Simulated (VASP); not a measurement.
Runs of VASP 6.6.1 on GaN. It takes space group F-43m (No. 216, cubic). The conventional cell has a = 4.495 Å, b = 4.495 Å, c = 4.495 Å, α = 90.00°, β = 90.00°, γ = 90.00°. Ga (site symmetry -43m) has 4 N at 1.95 Å as nearest neighbours. Around N (site symmetry -43m) lie 4 Ga at 1.95 Å. The cell was built by a generator and needn't be a form met in nature.

```csv
task,level,cell,k mesh,cutoff (eV),grid for exact exchange (PRECFOCK),screening parameter,exchange at q = 0,gap on the mesh (eV),pressure (GPa)
band structure,HSE06,"F-43m, 11.35 Å³/atom",6 × 6 × 6,520,Fast,0.2 1/A,-,(a),0.2
relaxation of cell and atoms,PBEsol,relaxed,14 × 14 × 14,600,-,-,-,1.74,0.1
band structure,PBE0,"F-43m, 11.35 Å³/atom",6 × 6 × 6,520,Fast,-,truncated,3.74,0.2
band structure,PBEsol,"F-43m, 11.35 Å³/atom",6 × 6 × 6,520,Fast,-,-,1.73,0.1
```

Alike in all rows: potentials or basis VASP PAW PBE potentials, release 64 (Ga_d, N); no spin polarisation; smearing gaussian 0.03 eV.

**Question.** Estimate the missing entries.

**Answer.** (a) 3.06.

Caveats: the PAW data sets were made with another functional, which shifts forces and pressure a little.

A k mesh can miss the band edges, and the runs leave out spin-orbit coupling on Ga.
